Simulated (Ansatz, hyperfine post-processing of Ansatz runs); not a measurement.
# Reading the 7Li spectrum of Li2CoP2O7

Calculated values: DFT, r2SCAN, plane-wave PAW, default files (PAW set soft_2), collinear spin, scalar-relativistic (Ansatz), contact and point-dipole shifts scaled to 298 K with Θ = 0 K (a pure Curie law); spin-only moments, above the ordering temperature.

```
Co P O Li
1.0
     5.06020    0.00000    0.00000
    -0.11426    7.00292    0.00000
    -0.16368   -3.22236    7.53941
Co P O Li
2 4 14 4
Direct
  0.21741 0.24534 0.27357
  0.78259 0.75466 0.72643
  0.72194 0.54485 0.30566
  0.77977 0.87781 0.17746
  0.22023 0.12219 0.82254
  0.27806 0.45515 0.69434
  0.25420 0.35924 0.84283
  0.14984 0.66499 0.78048
  0.31694 0.13661 0.00583
  0.60875 0.01400 0.32437
  0.68306 0.86339 0.99417
  0.42696 0.52543 0.33386
  0.74580 0.64076 0.15717
  0.39125 0.98600 0.67563
  0.57304 0.47457 0.66614
  0.92495 0.06645 0.79100
  0.87321 0.69516 0.46969
  0.07505 0.93355 0.20900
  0.12679 0.30484 0.53031
  0.85016 0.33501 0.21952
  0.75509 0.19961 0.55373
  0.29502 0.85200 0.00319
  0.70498 0.14800 0.99681
  0.24491 0.80039 0.44627
```

7Li MAS at 9.4 T (155.6 MHz), 20 kHz, 298 K; contact and dipolar shift alone, no orbital or quadrupolar part; lines under 1.5 % of the strongest are left out. NMR lines, with heights relative to the strongest:

```tsv
position (ppm)	intensity
-824.4	4.2
-695.8	11
-567.2	24
-438.7	31
-343.8	5.1
-310.1	29
-215.2	24
-181.5	38
-86.7	100
-52.9	47
41.9	86
75.6	34
170.5	50
204.2	21
299.0	36
332.8	30
427.6	10
461.4	25
556.2	2.5
589.9	13
718.5	5.3
847.1	1.6
```

Q: Find the isotropic shifts among the lines and assign them to the Li sites.

Sidebands are spaced by 129 ppm (the spinning rate over the resonance of 155.6 MHz). An isotropic line need not be the tallest: it is the area-weighted centre of its own family of sidebands, and the one that stays put when the rate is changed. Isotropic shifts: 42 ppm for atom 21 and the 1 atom equivalent to it (3 Co through links of 101° (1) and 113 to 121° (2)), reduced anisotropy 380 ppm; -53 ppm for atom 22 and the 1 atom equivalent to it (3 Co through links of 87° (2) and 108 to 112° (2)), reduced anisotropy 753 ppm. The families' total areas stand as 1:1; where areas are equal the match rests on the calculation.

[Logs are printed without paths, hosts, clocks, repeated set-up lines and the standing remarks that a program may print on its own settings, such as how far it seeks lower states.]

[Hosts, paths, dates, database ids (printed as entryN), source tags and the programs' standing remarks are cut or masked in the printed files.]
